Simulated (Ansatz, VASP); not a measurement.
**Two plane-wave programs on CdF2**

```
Cd F
1.0
     0.00000    2.69400    2.69400
     2.69400    0.00000    2.69400
     2.69400    2.69400    0.00000
Cd F
1 2
Direct
  0.00000 0.00000 0.00000
  0.25000 0.25000 0.25000
  0.75000 0.75000 0.75000
```

Alike in both runs: task single point; functional PBE; k mesh 6 × 6 × 6; occupations gaussian, width 0.1 eV; no spin polarisation.

```csv
,VASP,Ansatz
version,VASP 6.6.1,Ansatz 0.2.0
potentials or method,"VASP PAW PBE potentials, release 64 (Cd, F)","scalar-relativistic, plane waves, PAW"
plane-wave cutoff (eV),520,420
valence electrons in the cell,26,34
```

```tsv
	VASP	Ansatz	Ansatz less VASP
gap on the k mesh at the Fermi level (eV)	3.09	3.12	+0.033
least direct gap on the mesh (eV)	3.57	3.60	+0.031
pressure (GPa)	6.2	5.5	-0.75
```

The two sets of potentials don't hold the same shells in valence.

A k mesh can miss the band edges. A hybrid or GW would open this gap; PBE tends to underestimate it.
